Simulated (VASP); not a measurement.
# Pb (C2/m) in VASP: a series of runs

Runs on Pb. Level: LDA. Tasks: single point.

Program: VASP 6.6.1. These are calculated values, not measurements. Logs are shortened: lines on timing, memory, paths and dates and some standing lists are left out, and cuts for length are marked.

### Step 1. Starting point

It takes space group C2/m (No. 12, monoclinic). The conventional cell has a = 6.077 Å, b = 3.501 Å, c = 6.452 Å, α = 90.00°, β = 109.14°, γ = 90.00°. Pb (site symmetry m) has 10 Pb at 3.34 to 3.51 Å as nearest neighbours.

This isn't the form of Pb at room conditions, which is fcc.

### Step 2. Single point, LDA

File INCAR:

```
SYSTEM = Pb
ADDGRID = .False. ; ALGO = Normal
EDIFF = 1E-5 ; ENCUT = 460
GGA = CA ; ISIF = 2
ISMEAR = 1 ; LASPH = .True.
LCHARG = .False. ; LREAL = .False.
LWAVE = .False. ; NELM = 100
PREC = Accurate ; SIGMA = 0.2
```

File KPOINTS:

```
k-points
0
Gamma
  14 14 7
  0 0 0
```

File POSCAR:

```
Pb
1.0
    3.0386068135     -1.7503199600      0.0000000000
    3.0386068135      1.7503199600      0.0000000000
   -2.1154626375      0.0000000000      6.0952248674
Pb
2
Direct
    0.9085084100      0.9085084100      0.7262922000
    0.0914915900      0.0914915900      0.2737078000
```

Potentials or basis: VASP PAW LDA potentials, release 64 (Pb_d).

Command:

```sh
$ cat potpaw_LDA.64/Pb_d/POTCAR > POTCAR
$ mpirun -np 1 vasp_std > vasp.out
```

OUTCAR:

```text
SYSTEM = Pb
   EDIFF = 1E-5
   ENCUT = 460
   GGA = CA
   ISIF = 2
   ISMEAR = 1
   LASPH = .True.
   LREAL = .False.
   NELM = 100
   PREC = Accurate

 Found    372 irreducible k-points:

 Following reciprocal coordinates:
            Coordinates               Weight
  0.000000  0.000000  0.000000      1.000000
  0.071429 -0.000000 -0.000000      4.000000
  0.142857  0.000000 -0.000000      4.000000
  0.214286  0.000000 -0.000000      4.000000
  0.285714  0.000000  0.000000      4.000000
  0.357143  0.000000 -0.000000      4.000000
   k-points           NKPTS =    372   k-points in BZ     NKDIM =    372   number of bands    NBANDS=     18
   number of dos      NEDOS =    301   number of ions     NIONS =      2
   total plane-waves  NPLWV =  37632
   dimension x,y,z NGX =    28 NGY =   28 NGZ =   48
   dimension x,y,z NGXF=    56 NGYF=   56 NGZF=   96
   ions per type =               2
   NGX,Y,Z   is equivalent  to a cutoff of  13.27, 13.27, 12.37 a.u.
   NGXF,Y,Z  is equivalent  to a cutoff of  26.55, 26.55, 24.74 a.u.
 SYSTEM =  Pb
   PREC   = accura    normal or accurate (medium, high low for compatibility)
   ISTART =      0    job   : 0-new  1-cont  2-samecut
   ICHARG =      2    charge: 1-file 2-atom 10-const
   ISPIN  =      1    spin polarized calculation?
   LNONCOLLINEAR =      F non collinear calculations
   LSORBIT =      F    spin-orbit coupling
   LASPH  =      T    aspherical Exc in radial PAW
   ENCUT  =  460.0 eV  33.81 Ry    5.81 a.u.   6.13  6.13 11.28*2*pi/ulx,y,z
   NELM   =    100;   NELMIN=  2; NELMDL= -5     # of ELM steps
   EDIFF  = 0.1E-04   stopping-criterion for ELM
   LREAL  =      F    real-space projection
   EDIFFG = 0.1E-03   stopping-criterion for IOM
   NSW    =      0    number of steps for IOM
   IBRION =     -1    ionic relax: 0-MD 1-quasi-New 2-CG
   NFREE  =      0    steps in history (QN), initial steepest desc. (CG)
   ISIF   =      2    stress and relaxation
   ISYM   =      2    0-nonsym 1-usesym 2-fastsym
   POTIM  = 0.5000    time-step for ionic-motion
   TEBEG  =    0.0;   TEEND  =   0.0 temperature during run
   PSTRESS=    0.0 pullay stress
   NELECT =      28.0000    total number of electrons
   NUPDOWN=      -1.0000    fix difference up-down
   EMIN   =  10.00;   EMAX   =-10.00  energy-range for DOS
   EFERMI =   0.00;   METHOD = LEGACY
   ISMEAR =     1;   SIGMA  =   0.20  broadening in eV -4-tet -1-fermi 0-gaus
   EFERMI_NEDOS =   21; number of points for ismear=-14 and -15
   IALGO  =     38    algorithm
   IMIX   =      4    mixing-type and parameters
     AMIX     =   0.40;   BMIX     =  1.00
     AMIX_MAG =   1.60;   BMIX_MAG =  1.00
  volume/ion in A,a.u.               =      32.42       218.77
  Fermi-wavevector in a.u.,A,eV,Ry     =   1.237438  2.338420 20.833975  1.531254
  Thomas-Fermi vector in A             =   2.372006
   LORBIT       =      0    0 simple, 1 ext, 2 COOP (PROOUT), +10 PAW based schemes
   GGA     = CA    functional components
   LHFCALC =     F    Hartree Fock is set to
   AEXX    =    0.0000 exact exchange contribution
   IVDW    =     0    specifies the selected vdW correction
   LEPSILON=     F    determine dielectric tensor
   LRPA    =     F    only Hartree local field effects (RPA)
 non-spin polarized calculation
 Methfessel and Paxton  Order N= 1 SIGMA  =   0.20
  energy-cutoff  :      460.00
  volume of cell :       64.84
 maximum number of plane-waves:      1472
 NGX is ok and might be reduce to    28
   NGX = 13   NGY = 13   NGZ = 23

 number of electron      27.9999996 magnetization

 Free energy of the ion-electron system (eV)
  ---------------------------------------------------
  ext. energy  EPLUGINS =         0.00000000
  ---------------------------------------------------
  free energy    TOTEN  =        -8.32439100 eV

  energy without entropy =       -8.32516900  energy(sigma->0) =       -8.32465033

 E-fermi :   6.2601     XC(G=0): -10.0938

 val. band max:        6.2558733228   @ k =  -0.4286   0.5000   0.4286
 cond. band min:       6.2616092377   @ k =   0.1429   0.0000   0.4286
 fundamental gap:      0.0057359149
 Fermi energy:         6.2600983944

 k-point     1 :       0.0000    0.0000    0.0000
  band No.  band energies     occupation
      1     -10.8274      2.00000
      2     -10.7177      2.00000
      3     -10.7169      2.00000
      4     -10.7140      2.00000
      5     -10.7138      2.00000
      6     -10.6904      2.00000
[... 10 lines left out ...]
     17      12.6931      0.00000
     18      12.8065      0.00000

 k-point     2 :       0.0714   -0.0000   -0.0000
  band No.  band energies     occupation
      1     -10.8228      2.00000
      2     -10.7228      2.00000
      3     -10.7169      2.00000
      4     -10.7065      2.00000
      5     -10.7039      2.00000
      6     -10.6761      2.00000
[... 10 lines left out ...]
     17      12.6703      0.00000
     18      12.7893      0.00000

 k-point     3 :       0.1429    0.0000   -0.0000
  band No.  band energies     occupation
      1     -10.8109      2.00000
      2     -10.7378      2.00000
      3     -10.7252      2.00000
      4     -10.6778      2.00000
      5     -10.6720      2.00000
      6     -10.6496      2.00000
[... 10 lines left out ...]
     17      12.4141      0.00000
     18      12.6643      0.00000

 k-point     4 :       0.2143    0.0000   -0.0000
  band No.  band energies     occupation
      1     -10.8002      2.00000
      2     -10.7550      2.00000
      3     -10.7366      2.00000
      4     -10.6657      2.00000
      5     -10.6449      2.00000
      6     -10.6267      2.00000
[... 10 lines left out ...]
     17      11.8016      0.00000
     18      12.6113      0.00000

 k-point     5 :       0.2857    0.0000    0.0000
  band No.  band energies     occupation
      1     -10.8050      2.00000
      2     -10.7682      2.00000
      3     -10.7441      2.00000
      4     -10.7035      2.00000
      5     -10.6342      2.00000
      6     -10.5789      2.00000
[... 10 lines left out ...]
     17      11.1811      0.00000
     18      12.3003      0.00000

 k-point     6 :       0.3571    0.0000   -0.0000
  band No.  band energies     occupation
      1     -10.8213      2.00000
      2     -10.7813      2.00000
      3     -10.7539      2.00000
      4     -10.7279      2.00000
      5     -10.6376      2.00000
      6     -10.5483      2.00000
[... 10 lines left out ...]
     17      10.6771      0.00000
     18      11.3509      0.00000

 [... further k-points ...]

------------------------ aborting loop because EDIFF is reached ----------------------------------------

  FORCE on cell =-STRESS in cart. coord.  units (eV):
  Direction    XX          YY          ZZ          XY          YZ          ZX
  --------------------------------------------------------------------------------------
  -------------------------------------------------------------------------------------
  Total       -1.3009094     -1.3280350     -0.8948138      0.0000000      0.0000000      0.0147958
  in kB      -32.1474078    -32.8177203    -22.1121799      0.0000000      0.0000000      0.3656273
  external PRESSURE =     -29.0257694 kB  Pullay stress =       0.0000000 kB

 VOLUME and BASIS-vectors are now :
 -----------------------------------------------------------------------------
  energy-cutoff  :      460.00
  volume of cell :       64.84
      direct lattice vectors                 reciprocal lattice vectors
     3.038606813 -1.750319960  0.000000000     0.164549095 -0.285662057  0.057109864
     3.038606813  1.750319960  0.000000000     0.164549095  0.285662057  0.057109864
    -2.115462637  0.000000000  6.095224867     0.000000000  0.000000000  0.164062856

 POSITION                                       TOTAL-FORCE (eV/Angst)
 -----------------------------------------------------------------------------------
      3.98476      0.00000      4.42691         0.016364      0.000000     -0.079365
     -0.02300      0.00000      1.66831        -0.016364      0.000000      0.079365
 -----------------------------------------------------------------------------------
    total drift:                                0.000000      0.000000     -0.000000

  FREE ENERGIE OF THE ION-ELECTRON SYSTEM (eV)
  ---------------------------------------------------
  free  energy   TOTEN  =        -8.3243910009 eV

  energy  without entropy=       -8.3251689995  energy(sigma->0) =       -8.32465033
```

Run time: 91 s. Hardware: 1 thread of Intel Xeon 6975P-C (Granite Rapids), shared host; peak memory 0.39 GiB.

These settings aren't checked as converged: the numbers below hold their error.

Results:

```yaml
Free_energy: -8.3244 eV
Pressure: -2.9 GPa
Largest_force: 0.081 eV/Å
Band_gap_on_the_k_mesh: none (metal or under the smearing width)
```

### Step 3. Single point, LDA

INCAR is that of step 2.

KPOINTS is that of step 2.

File POSCAR:

```
Pb
1.0
    3.0386068135     -1.7503199600      0.0000000000
    3.0386068135      1.7503199600      0.0000000000
   -2.1154626375      0.0000000000      6.0952248674
Pb
2
Direct
    0.9226740000      0.9042520000      0.7213670000
    0.1042030000      0.0659440000      0.2801110000
```

Potentials or basis: VASP PAW LDA potentials, release 64 (Pb_d).

Command:

```sh
$ cat potpaw_LDA.64/Pb_d/POTCAR > POTCAR
$ mpirun -np 1 vasp_std > vasp.out
```

Wall time 2.8 min (1 thread of Intel Xeon 6975P-C (Granite Rapids), shared host); peak memory 0.59 GiB.

The run converged, but some of its settings lie outside the range that counts as converged, so its numbers aren't taken as properties of the crystal.

What came out:

- Free energy: -8.3250 eV
- Pressure: -2.5 GPa
- Largest force: 0.076 eV/Å
- Band gap on the k mesh: none (metal or under the smearing width)

### Step 4. The reference run

An earlier run on the cell as given: functional PBE; potentials or basis VASP PAW PBE potentials, release 64 (Pb_d); cutoff 520 eV; k mesh 9 × 9 × 5; occupations fermi-dirac, width 0.05 eV; no spin polarisation.

* Pressure: 0.7 GPa
* Largest force: 0.079 eV/Å
* Band gap on the k mesh: none (metal or under the smearing width)
